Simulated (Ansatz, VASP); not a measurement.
## Co: VASP beside Ansatz

INCAR

```
SYSTEM = Co
PREC     = Accurate       ! precision mode
ENCUT    = 520            ! plane-wave cutoff, eV
EDIFF    = 1E-6           ! SCF threshold, eV
ISMEAR   = -1             ! smearing method
SIGMA    = 0.05           ! smearing width, eV
LREAL    = .False.        ! projectors in reciprocal space
LASPH    = .True.         ! aspherical terms in the spheres
NELM     = 150            ! most SCF steps
ALGO     = Normal         ! electronic algorithm
ISIF     = 2              ! what is computed and relaxed
LWAVE    = .False.        ! write WAVECAR
LCHARG   = .False.        ! write CHGCAR
ISPIN    = 2              ! spin polarisation
MAGMOM   = 2 2            ! initial moments
LORBIT   = 11             ! projections on sites
LMAXMIX  = 4              ! l up to which the mixer works
GGA      = PE             ! functional
NBANDS   = 20             ! bands
```

KPOINTS

```
Automatic mesh
0
Gamma
  12 12 12
  0 0 0
```

POSCAR

```
Co
1.0
    0.0000000000      2.5890946815      2.5890946815
    2.5890946815      0.0000000000      2.5890946815
    2.5890946815      2.5890946815      0.0000000000
Co
2
Direct
    0.0000000000      0.0000000000      0.0000000000
    0.2500000000      0.2500000000      0.2500000000
```

Input for Ansatz:

```yaml
crystal:
  lattice:
    - [0.0, 2.5890946815, 2.5890946815]
    - [2.5890946815, 0.0, 2.5890946815]
    - [2.5890946815, 2.5890946815, 0.0]
  atoms:
    - { symbol: Co, position: [0.0, 0.0, 0.0], spin: 2.0 }
    - { symbol: Co, position: [0.25, 0.25, 0.25], spin: 2.0 }
magnetization:
  spin_polarized: true
kpoints:
  mp_grid: { grid: [12, 12, 12] }
scf:
  occupations: { method: fermi_dirac, width: 0.05 }
hamiltonian:
  xc: pbe
  pseudopotentials: { kind: all_electron, lapw: { basis_error: 0.0005 } }
output:
  forces: true
  stress: true
  eigenvalues: true
```

Change from the starting cell: volume scaled by 1.06.

Alike in both runs: task single point; functional PBE; k mesh 12 × 12 × 12; occupations fermi-dirac, width 0.05 eV; collinear spin.

|  | VASP | Ansatz |
| --- | --- | --- |
| version | VASP 6.6.1 | Ansatz 0.2.0 |
| potentials or method | VASP PAW PBE potentials, release 64 (Co) | all-electron LAPW, scalar-relativistic |
| plane-wave cutoff (eV) | 520 | see its input |

```tsv
	VASP	Ansatz	Ansatz less VASP
pressure (GPa)	-5.5	-5.2	+0.39
net moment per atom (μB)	1.74	1.75	+0.007
size of the moment on the site where the two differ most (μB)	1.75	1.80	+0.051
```

Site moments also hang on the region over which each program counts them. Ansatz ran all-electron here, so the differences hold the error of VASP's frozen core and of both bases.
